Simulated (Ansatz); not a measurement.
## BaZrO3: the gap under strain

BaZrO3, Pm-3m, a = 4.227 Å. The structure is a Materials Project entry; whether it is the stable form wasn't checked. Ansatz: PBE, PAW, 420 eV, Γ-centred 6×6×6 mesh on 5 atoms, Gaussian smearing 0.02 eV; no spin polarisation. Series: equal strain along all axes, cell held, atoms fixed by symmetry; x is the strain in per cent. The gap is sought over the whole zone. Symmetry holds the atoms on their sites, so the polar shifts and tilts of such a perovskite can't set in.

| x (%) | gap y (eV) |
| --- | --- |
| -4.5 | ? |
| -3.0 | 3.387 |
| -1.5 | 3.286 |
| 0.0 | 3.180 |
| 1.5 | 3.071 |
| 3.0 | 2.959 |
| 4.5 | 2.843 |

**Question.** Fit y = E0 + c1 x + c2 x² to the other rows, give the deformation potential for this strain, and predict the missing gap.

**Answer.** Least squares on the rows shown. y = 3.1801 − 0.071393 x − 0.00078571 x². The deformation potential is 100 c1 = -7.14 eV per unit strain of each axis, or a third of that, -2.38 eV, as the usual dE_g/d ln V. At x = -4.5 the fit asked for gives 3.485 eV. The run gave 3.483 eV, so the fit is 0.002 eV too high, a small miss on the scale of the series.

Spin-orbit coupling is left out, which matters for the bands of heavy elements. Semilocal functionals give gaps under the measured ones; changes of the gap mostly carry over better.